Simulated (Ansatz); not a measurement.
`OCCOCCO` + `O[SiH3]` → `OCC[SiH2]O` + `OCCO`  (formal exchange of groups at a C–O bond)

Program: Ansatz. Geometries: PBE0-D4/def2-TZVP. ΔE: electronic, gas phase. CCSD(T)/CBS is the MP2 limit (def2-TZVPP, def2-QZVPP) plus CCSD(T) − MP2 in def2-TZVPP, frozen cores. This one scheme is used for every species. DFT in def2-TZVPP. B3LYP here is the variant with VWN-RPA as its local correlation; programs differ in this. One conformer a species, not always the lowest.

`OCCOCCO`:

```xyz
17

O     1.714    1.345   -2.662
C     0.668    1.280   -1.720
C     0.881    0.159   -0.725
O    -0.199    0.147    0.169
C    -0.125   -0.885    1.123
C    -1.402   -0.852    1.923
O    -2.530   -1.078    1.114
H     2.512    1.635   -2.215
H     0.540    2.228   -1.182
H    -0.248    1.097   -2.285
H     1.827    0.315   -0.180
H     0.962   -0.799   -1.258
H     0.744   -0.743    1.783
H    -0.022   -1.857    0.619
H    -1.475    0.113    2.445
H    -1.381   -1.642    2.677
H    -2.466   -0.464    0.375
```

`O[SiH3]`:

Z-matrix (Å, degrees):
```
Si
O 1 1.648
H 1 1.489 2 111.7
H 1 1.489 2 111.7 3 120.9
H 1 1.481 2 105.9 3 -119.6
H 2 0.957 1 117.9 3 -60.5
```

`OCC[SiH2]O`:

Cartesian coordinates in Å:
```
O -1.125 -1.169 -0.471
C -1.227 0.252 -0.431
C 0.171 0.829 -0.511
Si 1.323 0.123 0.797
O 1.569 -1.486 0.554
H -2.003 -1.547 -0.391
H -1.847 0.605 -1.265
H -1.708 0.569 0.503
H 0.119 1.916 -0.387
H 0.598 0.641 -1.502
H 0.711 0.394 2.132
H 2.650 0.785 0.740
H 0.768 -1.913 0.230
```

`OCCO`:

Z-matrix (Å, degrees):
```
C
C 1 1.511
O 1 1.405 2 111.3
H 1 1.094 2 110.1 3 119.3
H 1 1.103 2 109.4 3 -123.0
O 2 1.418 1 110.8 3 56.7
H 2 1.092 1 109.7 3 -59.7
H 2 1.098 1 110.6 3 -179.0
H 3 0.964 1 106.3 2 -41.9
H 6 0.961 2 108.4 1 72.1
```

```
             level  ΔE (kcal/mol)  difference from CCSD(T)/CBS
            PBE-D4          -20.2                         -0.4
         r2SCAN-D4          -19.9                         -0.1
           PBE0-D4          -20.1                         -0.3
          B3LYP-D4          -18.8                          1.0
           ωB97X-V          -18.5                          1.3
           ωB97M-V          -19.9                         -0.1
            B2PLYP          -18.4                          1.4
               PBE          -19.5                          0.3
            r2SCAN          -19.9                         -0.1
              PBE0          -19.5                          0.3
             B3LYP          -17.5                          2.3
     HF/def2-TZVPP          -14.2                          5.6
    MP2/def2-TZVPP          -20.4                         -0.6
SCS-MP2/def2-TZVPP          -18.4                          1.4
   CCSD/def2-TZVPP          -18.6                          1.2
CCSD(T)/def2-TZVPP          -19.0                          0.8
     HF/def2-QZVPP          -14.1                          5.7
    MP2/def2-QZVPP          -20.8                         -1.0
SCS-MP2/def2-QZVPP          -18.9                          0.9
      HF/CBS(def2)          -14.1                          5.7
     MP2/CBS(def2)          -21.2                         -1.4
    CCSD/CBS(def2)          -19.3                          0.5
       CCSD(T)/CBS          -19.8                            0
```

Largest T1 diagnostic among the species: 0.011.

In def2-TZVPP, CCSD(T) changes the Hartree–Fock value by −4.8 kcal/mol (the triples alone add −0.5 kcal/mol) and MP2 by −6.2 kcal/mol. The D4 term adds −1.3 kcal/mol with B3LYP and −0.6 kcal/mol with PBE0; it sums over pairs of atoms, weighted by their polarisabilities, and B3LYP, whose exchange is more repulsive, gets the larger term.

CCSD(T)/CBS has its own doubt, a few kJ/mol and more with outer-core shells, so smaller differences from it don't rank the levels.
